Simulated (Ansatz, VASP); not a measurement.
**Ta in VASP and in Ansatz**

The input INCAR:

```
PREC     = Accurate       # precision mode
ENCUT    = 520            # plane-wave cutoff, eV
EDIFF    = 1E-6           # SCF threshold, eV
ISMEAR   = -1             # smearing method
SIGMA    = 0.08           # smearing width, eV
LREAL    = False          # projectors in reciprocal space
LASPH    = True           # aspherical terms in the spheres
NELM     = 80             # most SCF steps
ALGO     = Normal         # electronic algorithm
ISIF     = 2              # what is computed and relaxed
LWAVE    = False          # write WAVECAR
LCHARG   = True           # write CHGCAR
GGA      = PE             # functional
LELF     = True           # ELF
LVHAR    = True         
NBANDS   = 18             # bands
```

Contents of KPOINTS:

```
regular mesh
0
Gamma
  12 12 12
```

POSCAR

```
Ta
1.0
    3.3195547170      0.0000000000      0.0000000000
    0.0000000000      3.3195547170      0.0000000000
    0.0000000000      0.0000000000      3.3195547170
Ta
2
Direct
    0.0000000000      0.0000000000      0.0000000000
    0.5000000000      0.5000000000      0.5000000000
```

Input for Ansatz:

```yaml
crystal:
  lattice:
    - [3.319554717, 0.0, 0.0]
    - [0.0, 3.319554717, 0.0]
    - [0.0, 0.0, 3.319554717]
  atoms:
    - { symbol: Ta, position: [0.0, 0.0, 0.0] }
    - { symbol: Ta, position: [0.5, 0.5, 0.5] }
kpoints:
  mp_grid: { grid: [12, 12, 12] }
scf:
  occupations: { method: fermi_dirac, width: 0.08 }
hamiltonian:
  xc: pbe
  pseudopotentials: { kind: all_electron, lapw: { basis_error: 0.001 } }
output:
  forces: true
  stress: true
  eigenvalues: true
```

Alike in both runs: task single point; functional PBE; k mesh 12 × 12 × 12; occupations fermi-dirac, width 0.08 eV; no spin polarisation.

|  | VASP | Ansatz |
| --- | --- | --- |
| version | VASP 6.6.1 | Ansatz 0.2.0 |
| potentials or method | VASP PAW PBE potentials, release 64 (Ta_pv) | all-electron LAPW, scalar-relativistic |
| plane-wave cutoff (eV) | 520 | see its input |

```csv
,VASP,Ansatz,Ansatz less VASP
pressure (GPa),0.1,0.0,-0.14
```

Ansatz ran all-electron here, so the differences hold the error of VASP's frozen core and of both bases.

The runs have no spin-orbit coupling, so splittings on Ta are missing.
